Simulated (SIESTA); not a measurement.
HfN:

```
Hf N
1.0
     0.00000    2.25600    2.25600
     2.25600    0.00000    2.25600
     2.25600    2.25600    0.00000
Hf N
1 1
Direct
  0.00000 0.00000 0.00000
  0.50000 0.50000 0.50000
```

Base run:

- Program: SIESTA 5.4.2
- Functional: PBE
- Potentials or basis: PseudoDojo 0.4 standard (PBE files)
- Basis: DZP (energy shift 0.003 Ry; two zetas on semicore shells)
- Grid cutoff: 800 Ry
- Energy shift: 0.003 Ry
- k mesh: 10 × 10 × 10
- Occupations: fermi-dirac, width 0.05 eV
- Spin: no spin polarisation

Its results: band gap on the k mesh none (metal or under the smearing width); pressure 10.3 GPa.

The run is repeated on the same cell with these changes: functional from PBE to vdW-DF-cx. What comes out?

Band gap on the k mesh none (metal or under the smearing width); pressure 3.9 GPa.

Caveats: short orbitals over semicore shells can move pressures by several GPa; spin-orbit coupling is left out, which moves the levels of the heavy elements; the basis of atomic orbitals isn't converged, which shifts pressures, moduli and gaps; the potentials were made for another functional, which shifts forces and pressure (some runs).
